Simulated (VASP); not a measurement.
VASP 6.6.1 run: GaN

INCAR

```
GGA = PE
LASPH = .TRUE.
SIGMA = 0.02
PREC = Accurate
ISIF = 2
IMIX = 1
LWAVE = .FALSE.
EDIFF = 1E-8
IBRION = -1
NELM = 80
ISMEAR = -1
ENCUT = 520
LREAL = .FALSE.
NBANDS = 16
NSW = 0
LCHARG = .FALSE.
AMIX = 0.4
ISYM = 3
```

KPOINTS

```
KPOINTS created by Atomic Simulation Environment
0
Gamma
10 10 10
0 0 0
```

POSCAR

```
Ga N
 1.0000000000000000
     0.0000000000000000    2.0357714583000002    2.1085152339000000
     2.0357714583000002    0.0000000000000000    2.1085152339000000
     2.0357714583000002    2.0357714583000002    0.0000000000000000
 Ga  N
   1   1
Cartesian
  0.0000000000000000  0.0000000000000000  0.0000000000000000
  2.0357714583000002  2.0357714583000002  2.1085152339000000
```

The recommended PBE PAW datasets give the neutral cell 18 valence electrons.

Command

```
mpirun -np 1 vasp_std
```

OSZICAR

```
N       E                     dE             d eps       ncg     rms          rms(c)
DAV:   1     0.711807746004E+02    0.71181E+02   -0.93167E+03  3896   0.217E+03
DAV:   2    -0.892821560088E+01   -0.80109E+02   -0.74861E+02  3720   0.319E+02
DAV:   3    -0.129208559286E+02   -0.39926E+01   -0.39803E+01  3880   0.618E+01
DAV:   4    -0.129521866002E+02   -0.31331E-01   -0.31329E-01  4128   0.570E+00
DAV:   5    -0.129525357334E+02   -0.34913E-03   -0.34913E-03  3936   0.544E-01
```

Standard output (part)

```
POSCAR found type information on POSCAR GaN
 POSCAR found :  2 types and       2 ions
 LDA part: xc-table for (Slater+PW92), standard interpolation
 POSCAR, INCAR and KPOINTS ok, starting setup
 WAVECAR not read
 entering main loop
|                     _     ____    _    _    _____     _                     |
|                    | |   | |_) | | |  | | | |  __    | |                    |
|                    |_|   |  _ <  | |  | | | | |_ |   |_|                    |
|                     _    | |_) | | |__| | | |__| |    _                     |
|     internal error in CHECK_FULL_KPOINTS: KPOINTS_FULL not properly         |
|     initialised                                                             |
|     If you are not a developer, you should not encounter this problem.      |
|     Please submit a bug report.                                             |
```

VASP stopped with an error.

The run took about 3.9 s on one core of a shared host (Intel Xeon 6975P-C) and held 0.14 GiB at most.
